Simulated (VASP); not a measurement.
# CoO: transport in the constant relaxation-time approximation, 6 variants

CoO, Fm-3m (no. 225), 2 atoms in the cell.

| Functional | Variation | Conductivity at 300 K (S/m) | Resistivity at 300 K (uOhm cm) | Seebeck coefficient at 300 K (uV/K) | Time (s) |
|---|---|---|---|---|---|
| PBE | as recommended | 1.38e6 | 72.36 | 67.4 | 118 |
| PBEsol | as recommended | 1.38e6 | 72.72 | 49.9 | 130 |
| LDA | as recommended | 3.2e6 | 31.30 | 24.5 | 106 |
| r2SCAN | as recommended | 9.71e5 | 102.97 | 54.4 | 302 |
| PBE | range of temperatures, another relaxation time | 2.76e6 | 36.18 | 67.4 | 94 |
| PBE | linear energy grid | 1.38e6 | 72.37 | 67.4 | 90 |

Limits: Conductivity and heat conductivity scale with the typed relaxation time, here the same at all temperatures, so the change of scattering with temperature is missing; the cell was run ferromagnetic and without a Hubbard term; such compounds are often antiferromagnetic insulators.

## Input of the first row

INCAR:
```
SYSTEM = CoO
PREC = Accurate
ENCUT = 520
EDIFF = 1E-8
LREAL = .FALSE.
LASPH = .TRUE.
LWAVE = .FALSE.
LCHARG = .FALSE.
ALGO = Normal
NELM = 100
ISMEAR = 1
SIGMA = 0.1
GGA = PE
ISPIN = 2
MAGMOM = 2 0
LMAXMIX = 4
ELPH_MODE = TRANSPORT
ELPH_SCATTERING_APPROX = CRTA
TRANSPORT_RELAXATION_TIME = 1E-14
ELPH_ISMEAR = -24
ELPH_SELFEN_TEMPS = 300 500 700 900
ELPH_SELFEN_CARRIER_DEN = 0.0
TRANSPORT_NEDOS = 501
KPAR = 4
```

KPOINTS:
```
k-points
0
Gamma
  13 13 13
```

KPOINTS_ELPH:
```
Automatic mesh
0
Gamma
  43 43 43
  0 0 0
```

POSCAR:
```
CoO
1.0
    0.0000000000      2.1315000000      2.1315000000
    2.1315000000      0.0000000000      2.1315000000
    2.1315000000      2.1315000000      0.0000000000
Co O
1 1
Direct
    0.0000000000      0.0000000000      0.0000000000
    0.5000000000      0.5000000000      0.5000000000
```

Commands:
```
cat potpaw_PBE.64/Co/POTCAR potpaw_PBE.64/O/POTCAR > POTCAR
mpirun -np 4 vasp_std > vasp.out
```

Changes of the last row against the first:
```
+ ELPH_TRANSPORT_DRIVER = 1
+ ELPH_TRANSPORT_DFERMI_TOL = 1e-06
```

VASP 6.6.1 took 118 s on 4 cores (Intel Xeon Platinum 8375C @ 2.90GHz (Ice Lake)), a shared host.
